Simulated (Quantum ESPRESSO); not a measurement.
Crystal: AgBr.

```
Ag Br
1.0
     0.00000    2.87015    2.87015
     2.87015    0.00000    2.87015
     2.87015    2.87015    0.00000
Ag Br
1 1
Direct
  0.00000 0.00000 0.00000
  0.50000 0.50000 0.50000
```

Program: Quantum ESPRESSO 7.5. Alike in all runs: task band structure; no spin polarisation; cell as given; k mesh 8 × 8 × 8; smearing fermi-dirac 0.05 eV.

Q: Order these runs on this cell by their pressure, lowest first.
A. level PBE; potentials or basis PseudoDojo 0.4.1 SR PBE standard; cutoff (eV) 1116
B. level PBEsol; potentials or basis PseudoDojo 0.4.1 SR PBEsol standard; cutoff (eV) 1116
C. level LDA; potentials or basis PseudoDojo 0.4.1 SR LDA standard; cutoff (eV) 1170; form of the LDA correlation PW92

A: C (-4.2 GPa), B (-1.7 GPa), A (2.2 GPa).
